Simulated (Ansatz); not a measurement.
**Relaxing selenium (fcc)**

All numbers below come from DFT, r2SCAN, plane waves (500 eV) with PAW, scalar-relativistic in Ansatz. The PAW files were generated under PBE, with cores re-solved for the functional.

k-point mesh 12×12×12, Fermi-Dirac smearing 0.1 eV, no spin polarisation. Cell and atoms relax.

Starting structure:

```
CELL_PARAMETERS angstrom
0.00000 2.21751 2.21751
2.21751 0.00000 2.21751
2.21751 2.21751 0.00000
ATOMIC_POSITIONS crystal
Se 0.00000 0.00000 0.00000
```

Question: What cell does the relaxation end in?

Answer: Fm-3m with a = 4.340 Å; 20.44 Å³ per atom against 21.81 at the start (-6.3 %).

Question: How much energy does the relaxation gain?

Answer: 18.0 meV per atom.
